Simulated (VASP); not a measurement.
Ru: equation of state with LDA

The system is Ru.

```
CELL_PARAMETERS angstrom
2.68439 0.00000 0.00000
-1.34220 2.32475 0.00000
0.00000 0.00000 4.20869
ATOMIC_POSITIONS crystal
Ru 0.66667 0.33333 0.75000
Ru 0.33333 0.66667 0.25000
```

```json
{"Program": "VASP 6.6.1", "Task": "equation of state", "Functional": "LDA", "Potentials or basis": "VASP PAW LDA potentials, release 64 (Ru_pv)", "Cutoff": "520 eV", "k mesh": "10 × 10 × 6", "Occupations": "fermi-dirac, width 0.05 eV", "Spin": "no spin polarisation", "Ladder": "gaps", "Further INCAR settings": "ALGO = Normal; EDIFF = 1e-06"}
```

- Equilibrium volume: 13.14 Å³/atom
- Bulk modulus at fixed shape and positions: 366 GPa
- Pressure derivative of the bulk modulus: 4.9 (rough: it moves with the points fitted)

Energy against volume, from the lowest point:
```csv
volume (Å³/atom),energy (meV/atom)
12.607,26.46
12.870,6.47
13.132,0.00
13.395,5.59
13.658,21.88
```

All runs of the series together: 80 s on 1 thread of Intel(R) Xeon(R) Platinum 8375C CPU @ 2.90GHz (Ice Lake), with other jobs on the host.

Caveat: the cell was scaled at fixed shape and fractional positions, which overstates the stiffness of a crystal with free parameters, most of all of layers and chains.
